## Nine gaps for one crystal of strontium oxide

The table lists the electronic gap of SrO in one fixed rock-salt cell. LDA uses only the local electron density, a GGA adds its gradient, and a hybrid mixes in some exact exchange. Answer the seven questions with reasons, and say how far each reason is supported by the numbers.

Band gaps of rock-salt SrO in a fixed 2-atom cell, from Kohn-Sham DFT without spin polarization in ABINIT and Ansatz. All runs use Fermi-Dirac smearing of 0.05 eV. The basis column gives the plane-wave cutoff, and the gaps are read along the band path, not on the k mesh.

| method | rung | program | potentials | basis | spin orbit | k mesh | gap (eV) |
| --- | --- | --- | --- | --- | --- | --- | --- |
| LDA-PZ | LDA | ABINIT | JTH PAW LDA v2.0 | 626 eV | no | 9x9x9 2-atom cell | 3.150 |
| AM05 | GGA | ABINIT | JTH PAW PBE v2.0 | 626 eV | yes | 9x9x9 2-atom cell | 3.247 |
| BP86 | GGA | ABINIT | JTH PAW PBE v2.0 | 626 eV | yes | 9x9x9 2-atom cell | 3.315 |
| HCTH407 | GGA | ABINIT | JTH PAW PBE v2.0 | 626 eV | no | 9x9x9 2-atom cell | 3.771 |
| PBE | GGA | ABINIT | PseudoDojo NC SR PBE v0.5 standard | 1143 eV | no | 9x9x9 2-atom cell | 3.319 |
| PBEsol | GGA | ABINIT | PseudoDojo NC SR PBEsol v0.4 stringent | 1252 eV | no | 9x9x9 2-atom cell | 3.205 |
| PW91 | GGA | ABINIT | JTH PAW PBE v2.0 | 626 eV | no | 9x9x9 2-atom cell | 3.322 |
| SOGGA | GGA | ABINIT | JTH PAW PBE v2.0 | 626 eV | no | 9x9x9 2-atom cell | 3.151 |
| HSE06 | hybrid | Ansatz | Ansatz PAW | 420 eV | no | 5x5x5 2-atom cell | 4.792 |

### 1. Which method gives the widest gap, and why?

**Model answer.** The hybrid HSE06 does, at 4.79 eV, which is about 1.5 eV above PBE. The filled states at the top of the valence band are oxygen 2p orbitals, while the lowest empty states belong mainly to strontium. In LDA and GGA an electron in a filled orbital is still partly repelled by its own charge, so the filled states lie too high. Exact exchange removes part of this error. It lowers the filled oxygen states. The empty strontium states overlap little with the filled ones and so gain little from exact exchange, while they lose part of the attractive exchange potential of the GGA; they tend to rise.

**Remark.** The table shows the order of the gaps; the mechanism is standard theory. LDA and the usual GGAs are known to give gaps well below the measured ones, so a wider gap from a hybrid is expected. The mechanism applies to other ionic oxides as well, where the filled states sit on oxygen and the empty ones on the metal.

### 2. Does adding the density gradient always widen the gap?

**Model answer.** Not always by a noticeable amount. PBE lies about 0.17 eV above LDA, but SOGGA is level with LDA. The GGAs differ in how strongly they respond to the gradient. PBEsol and SOGGA were built with a weaker response in exchange than PBE, so their gaps should lie below that of PBE, and they do. SOGGA can't be told apart from LDA here.

**Remark.** The best comparison is PW91 with SOGGA, because these two runs differ only in the functional. Their gaps are 0.17 eV apart, as much as PBE and LDA. The name of a rung therefore doesn't fix the gap: the choice of GGA can matter as much as the step from LDA to GGA.

### 3. Between which states does the gap lie, and what would change with magnesium in place of strontium?

**Model answer.** The valence top is at $\Gamma$, the centre of the Brillouin zone, where the wave repeats unchanged from cell to cell. The lowest empty state is at X, on the zone boundary. In PBE the gap at $\Gamma$ alone is 0.74 eV wider than the value in the table. The state at X is low because strontium has empty 4d orbitals at modest energy, and at X their phases allow a favourable combination. Magnesium has no such low d shell, and in MgO the lowest empty state is found at $\Gamma$.

**Remark.** The PBE levels show that the gap isn't the one at $\Gamma$. The d character at X is established chemistry of the heavier alkaline-earth oxides, and the next question gives a numerical hint that the minimum lies on the zone boundary, as X does.

### 4. What error arises if the gap is read on the k mesh instead of along the path?

**Model answer.** A mesh with an odd number $N$ of divisions, centred on $\Gamma$, contains the valence top but steps over X. Along two of the three divided directions X lies at one half, midway between two mesh points, so the nearest point misses it by $1/(2N)$. Near its minimum the band rises as the square of the distance. The gap on the mesh is therefore too wide by an amount

$$\delta \propto \frac{1}{N^2}.$$

In the eight LDA and GGA runs, with $N=9$, the excess averages 0.058 eV. For the coarser HSE06 mesh, with $N=5$, it should grow by the factor $(9/5)^2 = 3.24$:

$$\delta_5 \approx 3.24 \times 0.0577\ \text{eV} \approx 0.187\ \text{eV}.$$

The HSE06 run, which did not enter the average, has an excess of 0.196 eV. The estimate is thus about 5 % below the computed value.

**Remark.** The agreement fits a minimum at X that both kinds of mesh step over. It doesn't single out X, because a mesh with odd $N$ also steps over L, another point on the zone boundary. The small shortfall may come from a more steeply curved band in the hybrid; this was not tested. The practical point is larger: mesh gaps would have made the step from PBE to HSE06 look about 0.14 eV too big, mainly because the two meshes differ. The printed output after this text lists both gaps for every row.

### 5. HCTH407 is a GGA, yet its gap stands out. Does it act like a weak hybrid?

**Model answer.** Its gap is 0.45 eV above that of PW91, nearly a third of the step from PBE to HSE06. The two runs share program, potentials, cutoff and mesh, so the change of functional causes the difference. But HCTH407 contains no exact exchange, so the mechanism of question 1 isn't at work. Its parameters were adjusted mainly to data on molecules, and its response to density gradients differs from that of PW91.

The empty levels at $\Gamma$ show that the conduction band doesn't simply move up as a whole. From PW91 to HCTH407 the first empty level rises by 0.63 eV relative to the valence top, the second by only 0.19 eV. The first is probably a spread-out s-like state and the second a more compact d-like one. A plausible guess is that HCTH407 binds electrons less strongly in the thin density between the ions, where the spread-out state has more of its weight. It doesn't explain everything: the state at X that sets the gap is d-like too, yet it rises by 0.45 eV, well above the rise of the second level at $\Gamma$. The step from SOGGA to PW91, at the same settings, shows the same order on a smaller scale: the first level at $\Gamma$ rises most, the state at X less and the second level at $\Gamma$ least. HCTH407 thus seems to go further in a direction that other GGAs take as well.

**Remark.** Both runs use atomic potentials made for PBE. This matters little for PW91, which closely resembles PBE, but it is a real mismatch for HCTH407. Part of the 0.45 eV may stem from it. A wider gap alone is no sign of better physics.

### 6. Can PBE, PW91 and BP86 be put in order?

**Model answer.** No. Their gaps lie within 0.007 eV of one another, and the runs differ in more than the functional. PBE has other potentials and a higher cutoff than the other two, and BP86 alone of the three includes spin–orbit coupling. That coupling splits the oxygen 2p states at $\Gamma$ and lifts the upper group by a third of the splitting, which narrows the gap by something of the order of 0.01 eV. This expected shift is as large as the differences to be ranked.

**Remark.** The third decimal records what a run printed, not what the functional predicts. Where the settings are equal, as for PW91 and SOGGA, many errors should cancel in the difference of two gaps, so its second decimal probably carries meaning. Where they aren't, a cautious rule of thumb is to explain only differences of about a tenth of an eV or more.

### 7. How much of the step from PBE to HSE06 belongs to exact exchange?

**Model answer.** Most of it, very probably, but the table can't give the exact share. The HSE06 run also changes program, potentials, cutoff and k mesh. PBE and PW91 agree closely despite different potentials, which suggests that sound potentials alter this gap only slightly. That comparison stays within one program, however, and a difference between the functionals could hide one between the potentials.

**Remark.** The step of about 1.5 eV is more than eight times the spread of the GGAs without HCTH407, so its direction is safe. A PBE run in the program used for HSE06, with the same potentials, cutoff and mesh, would separate the change of functional from the change of settings. How far do two programs differ for SrO when the functional is the same?

Printed output of the fit:

```
HSE06 gap less PBE gap, eV: 1.473
HSE06 gap over PBE gap, ratio: 1.444
HSE06 gap less HCTH407 gap, eV: 1.021
SOGGA gap less LDA gap, eV: 0.001
spread of all GGA gaps, eV: 0.62
spread of GGA gaps without HCTH407, eV: 0.171
PW91 gap less SOGGA gap (same settings), eV: 0.171
PBE gap less PBEsol gap, eV: 0.114
PW91 gap less PBE gap, eV: 0.003
BP86 gap less PBE gap, eV: -0.004
HCTH407 gap less PW91 gap (same settings), eV: 0.449
that rise as percentage of the step from PBE to HSE06: 30.48
rise of first empty Gamma level from PW91 to HCTH407, eV: 0.63
rise of second empty Gamma level from PW91 to HCTH407, eV: 0.188
PBE gap at Gamma less PBE path gap, eV: 0.74
PBE smallest vertical gap less smallest gap, both on the mesh, eV: 0.08226
Gap on the mesh against gap on the path:
      row  mesh gap eV  path gap eV  excess eV
   LDA-PZ        3.208         3.15    0.05817
     AM05        3.305        3.247    0.05773
     BP86        3.372        3.315    0.05691
  HCTH407        3.826        3.771    0.05494
      PBE        3.377        3.319    0.05824
   PBEsol        3.263        3.205    0.05847
     PW91         3.38        3.322    0.05805
    SOGGA         3.21        3.151    0.05887
    HSE06        4.988        4.792      0.196
mean excess of the 9x9x9 rows, eV: 0.05767
that excess scaled by (9/5) squared to a 5x5x5 mesh, eV: 0.1869
excess found for HSE06 on its 5x5x5 mesh, eV: 0.196
```
